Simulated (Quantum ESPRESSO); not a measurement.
**Ti: phonons with LDA**

Crystal: Ti.

```
CELL_PARAMETERS angstrom
2.95000 0.00000 0.00000
-1.47500 2.55477 0.00000
0.00000 0.00000 4.68000
ATOMIC_POSITIONS crystal
Ti 0.66667 0.33333 0.75000
Ti 0.33333 0.66667 0.25000
```

```
Program                     : Quantum ESPRESSO 7.5
Task                        : phonons
Functional                  : LDA
Potentials or basis         : PseudoDojo 0.4.1 SR LDA standard
Cutoff                      : 1143 eV
Density cutoff              : 4572 eV
k mesh                      : 8 × 8 × 5
Occupations                 : cold, width 0.2 eV
Spin                        : no spin polarisation
Form of the LDA correlation : PW92
Mixing beta                 : 0.5
Most SCF iterations         : 120
SCF threshold               : 4e-10 Ry
```

```json
{
  "Relaxed volume": "16.12 Å³/atom",
  "Relaxed cell": "a = 2.864 Å, b = 2.864 Å, c = 4.538 Å, α = 90.00°, β = 90.00°, γ = 120.00°",
  "Space group after relaxing (to 0.05 Å)": "P6_3/mmc (No. 194)",
  "Pressure after relaxing": "0.0 GPa",
  "Band gap on the k mesh": "none (metal or under the smearing width)",
  "Highest phonon frequency at the q point run": "310 cm⁻¹"
}
```

The path:
```
step  energy change (eV)  largest force (eV/Å)  pressure (GPa)  volume (Å³)
   1              0.0000                0.0000           -9.81        35.27
   2             -0.0799                0.0000           -4.72        33.54
   3             -0.0994                0.0000            0.67        32.07
   4             -0.0997                0.0000           -0.04        32.25
   5             -0.0997                0.0000            0.00        32.24
   6             -0.0997                0.0000            0.01        32.23
   7             -0.0997                0.0000            0.01        32.23
```

Final structure:
```yaml
crystal:
  lattice:
    - [2.86396, 0.00000, 0.00000]
    - [-1.43198, 2.48026, 0.00000]
    - [0.00000, 0.00000, 4.53773]
  atoms:
    - { symbol: Ti, position: [0.66667, 0.33333, 0.75000] }
    - { symbol: Ti, position: [0.33333, 0.66667, 0.25000] }
```

Levels at points of the mesh, in eV from the Fermi level:
```
            k point  band 10  band 11  band 12  band 13  band 14  band 15
 (0.00, 0.00, 0.00)    -2.87     0.79     0.79     0.92     1.08     1.35
(0.00, -0.50, 0.00)    -2.40    -2.06    -0.47     0.45     0.68     1.28
```

Phonon frequencies in cm⁻¹ (negative: imaginary):
```
              q point              frequencies
(0.333, 0.333, 0.000)  221 221 229 229 241 310
```

Phonon modes at q = (0.333, 0.333, 0.000) in reciprocal lattice units:
```
mode  symmetry  cm⁻¹
   1       E''   221
   2       E''   221
   3        E'   229
   4        E'   229
   5      A'_2   241
   6      A'_1   310
```

Run time: 4.7 min on 4 MPI ranks on Arm Neoverse V1 (shared host), peak memory 0.36 GiB a rank.

Caveat: the mesh is thin for the phonons of a metal; the q point doesn't lie on the k mesh, which can shift a metal's frequencies strongly unless the mesh is converged.
